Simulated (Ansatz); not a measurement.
As under changes of volume

One of the cells (19.764 Å³/atom); the others are scaled copies at fixed shape and fractional positions:

```xyz
1
Lattice="2.7037 0.0000 0.0000 0.0000 2.7037 0.0000 0.0000 0.0000 2.7037" Properties=species:S:1:pos:R:3 pbc="T T T"
As    1.3518    1.3518    1.3518
```

This isn't the form of As at room conditions, which is rhombohedral.

```yaml
Program: Ansatz 0.2.0
Functional: PBE
Potentials_or_basis: all-electron LAPW, scalar-relativistic
Cutoff: 258 eV (chosen from the basis error)
Basis_error_allowed: 0.0005 eV/atom
k_mesh: 10 × 10 × 10
Occupations: fermi-dirac, width 0.05 eV
Spin: no spin polarisation
```

| volume (Å³/atom) | energy over the lowest point (meV/atom) | pressure (GPa) |
| --- | --- | --- |
| 18.578 | 41.58 | 8.5 |
| 18.973 | 23.55 | 6.2 |
| 19.368 | 10.98 | 4.1 |
| 19.764 | 3.27 | 2.2 |
| 20.159 | 0.00 | 0.5 |
| 20.554 | 0.74 | -1.1 |
| 20.949 | ? | ? |

Problem. What does the run at 20.949 Å³/atom give?

Solution. Energy over the lowest point 5.11 meV/atom; pressure -2.5 GPa.

Worked out: A Birch-Murnaghan fit of order 3 (a polynomial in V^(-2/3)) to the other rows has its minimum at 20.28 Å³/atom with B0 = V·E''(V) = 80 GPa and B' = 4.2. It gives 5.07 meV/atom at 20.949 Å³/atom, against the run's 5.11, and -dE/dV = -2.4 GPa, against -2.5.

Energies are extrapolated to zero smearing.
